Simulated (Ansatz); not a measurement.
# Si: properties at the relaxed cell

One table from this session's results is given with a row withheld; the runs are named, their logs left out.

This is Si in the hcp structure; at room conditions it is diamond.

Method: DFT PBE+D3(BJ), scalar-relativistic, plane waves, PAW, in Ansatz 0.2.0.

1 further run of the same task is left out (set aside as unsound or not needed).

**The starting structure**

The structure is hexagonal, space group P6_3/mmc (No. 194). The conventional cell has a = 2.637 Å, b = 2.637 Å, c = 4.509 Å, α = 90.00°, β = 90.00°, γ = 120.00°. Si (site symmetry -6m2) has 12 Si at 2.64 to 2.72 Å as nearest neighbours.

As a file:

```xyz
2
Lattice="2.6370 0.0000 0.0000 -1.3185 2.2837 0.0000 0.0000 0.0000 4.5090" Properties=species:S:1:pos:R:3 pbc="T T T"
Si    0.0000    1.5225    1.1272
Si    1.3185    0.7612    3.3817
```

It goes back to an entry of the Materials Project, which need not be the stable form.

It is the result of an earlier relaxation at this level (volume 13.58 Å³/atom; gap on the mesh: none (metal)).

The first run:

input.yaml reads:

```yaml
crystal:
  lattice:
    - [2.6369973686, 0.0, 0.0]
    - [-1.3184986843, 2.2837067109, 0.0]
    - [0.0, 0.0, 4.5089914132]
  atoms:
    - { symbol: Si, position: [0.3333333333, 0.6666666667, 0.25] }
    - { symbol: Si, position: [0.6666666667, 0.3333333333, 0.75] }
basis:
  ecutwfc: 420
kpoints:
  mp_grid: { grid: [18, 18, 10] }
  band_path:
    path:
      - [[0.0, 0.0, 0.0], [0.5, 0.0, 0.0], [0.33333333, 0.33333333, 0.0], [0.0, 0.0, 0.0], [0.0, 0.0, 0.5], [0.5, 0.0, 0.5], [0.33333333, 0.33333333, 0.5], [0.0, 0.0, 0.5]]
      - [[0.5, 0.0, 0.5], [0.5, 0.0, 0.0]]
      - [[0.33333333, 0.33333333, 0.5], [0.33333333, 0.33333333, 0.0]]
    npoints: 14
hamiltonian:
  xc: pbe
  dispersion: d3bj
scf:
  occupations: { method: gaussian, width: 0.1 }
  n_extra_bands: 6
output:
  forces: true
  stress: true
  eigenvalues: true
  populations: true
  dos: { projected: true, de: 0.02, nscf_kmesh: { grid: [27, 27, 15] } }
  bader: true
  write_density: true
  write_potential: true
  elf: true
  volumetric_format: npy
```

Launch:

```console
$ ansatz run input.yaml --threads 1 --pin off --max-ram 2560MiB --backend cpu --events-out ev --progress --plain --runs-dir out
```

Steps of the session up to this table: Electronic structure at the relaxed geometry; Relaxing with PBEsol; The cell under LDA; Relaxing with PBE.

One table of the session follows, with a row left open; its other results are not shown here.

```
functional  a (Å)  b (Å)  c (Å)  volume (Å³/atom)
PBE+D3(BJ)  2.637  2.637  4.509             13.58
    PBEsol  2.662  2.662  4.552             13.97
       LDA      ?      ?      ?                 ?
       PBE  2.685  2.685  4.600             14.36
```

Estimate the missing values for LDA.

**Answer.** a (Å): 2.650; b (Å): 2.650; c (Å): 4.542; volume (Å³/atom): 13.82. In the column «a (Å)» it lies between PBE+D3(BJ) (2.637) and PBEsol (2.662).
